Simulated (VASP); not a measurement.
A run of VASP 6.6.1 is set up as follows.

The input INCAR:

```
  ALGO = Normal
  EDIFF = 1E-6
  EDIFFG = -0.04
  ENCUT = 600
  GGA = PE
  IBRION = 2
  ISIF = 3
  ISMEAR = 0
  LASPH = T
  LCHARG = F
  LREAL = F
  LWAVE = F
  NELM = 100
  NSW = 90
  PREC = Accurate
  SIGMA = 0.1
```

The input KPOINTS:

```
k-points
0
Gamma
  6 6 2
```

Contents of POSCAR:

```
Ta
1.0
    3.0484495144      0.0000000000      0.0000000000
   -1.5242247572      2.6400347216      0.0000000000
    0.0000000000      0.0000000000      9.8318513652
Ta
4
Direct
    0.0000000000      0.0000000000      0.0000000000
    0.0000000000      0.0000000000      0.5000000000
    0.3333333333      0.6666666667      0.7500000000
    0.6666666667      0.3333333333      0.2500000000
```

Potentials or basis: VASP PAW PBE potentials, release 64 (Ta_pv).

The run is started by

```bash
$ cat potpaw_PBE.64/Ta_pv/POTCAR > POTCAR
$ mpirun -np 1 vasp_std > vasp.out
```

Q: What does it give for the relaxed cell?

A: a = 2.955 Å, b = 2.955 Å, c = 9.918 Å, α = 90.00°, β = 90.00°, γ = 120.00°.

Q: Estimate the band gap on the k mesh.

A: None (metal or under the smearing width).

Final structure:
```cif
data_structure
_symmetry_space_group_name_H-M 'P 1'
_symmetry_Int_Tables_number 1
_cell_length_a 2.9555
_cell_length_b 2.9555
_cell_length_c 9.9176
_cell_angle_alpha 90.000
_cell_angle_beta 90.000
_cell_angle_gamma 120.000
_cell_volume 75.02
loop_
_atom_site_label
_atom_site_type_symbol
_atom_site_fract_x
_atom_site_fract_y
_atom_site_fract_z
_atom_site_occupancy
Ta1 Ta 0.00000 0.00000 0.00000 1
Ta2 Ta 0.00000 0.00000 0.50000 1
Ta3 Ta 0.33333 0.66667 0.75000 1
Ta4 Ta 0.66667 0.33333 0.25000 1
```

Caveat: the k mesh is coarse (spacing up to 0.40 Å⁻¹), so the values aren't converged. The run has no spin-orbit coupling, so splittings on Ta are missing.
